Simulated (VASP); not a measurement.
NaCl: relaxation of the atoms with PBE

The system is NaCl.

```
CELL_PARAMETERS angstrom
0.00000 2.82973 2.82973
2.82973 0.00000 2.82973
2.82973 2.82973 0.00000
ATOMIC_POSITIONS crystal
Na 0.00000 0.00000 0.00000
Cl 0.50000 0.50000 0.50000
```

The cell isn't the ideal one: a relaxed cell with its volume scaled by 0.98.

```yaml
Program: VASP 6.6.1
Task: relaxation of the atoms
Functional: PBE
Potentials_or_basis: VASP PAW PBE potentials, release 64 (Na_pv, Cl)
Cutoff: 600 eV
k_mesh: 8 × 8 × 8
Occupations: gaussian, width 0.03 eV
Spin: no spin polarisation
Further_INCAR_settings: ALGO = Normal; EDIFF = 1e-07; IBRION = 2; EDIFFG = -0.01; NSW = 40
```

- Pressure after relaxing: 0.5 GPa
- Band gap on the k mesh: 5.07 eV, direct

Final structure:
```yaml
crystal:
  lattice:
    - [0.00000, 2.82973, 2.82973]
    - [2.82973, 0.00000, 2.82973]
    - [2.82973, 2.82973, 0.00000]
  atoms:
    - { symbol: Na, position: [0.00000, 0.00000, 0.00000] }
    - { symbol: Cl, position: [0.50000, 0.50000, 0.50000] }
```

Levels at points of the mesh, in eV from the valence-band top:
```
           k point  band 5  band 6  band 7  band 8  band 9  band 10
(0.00, 0.00, 0.00)    0.00    0.00    0.00    5.07   11.11    11.11
(0.50, 0.00, 0.00)   -1.89   -0.26   -0.26    7.26   10.54    10.95
(0.50, 0.50, 0.00)   -1.63   -0.59   -0.59    7.51    8.09    11.25
```

It took 10 s on 1 thread of AMD EPYC 9R45 (Zen 5), on a shared host, peak memory 0.14 GiB.

Caveat: the relaxation stopped at its first step, so nothing moved. A k mesh can miss the band edges.
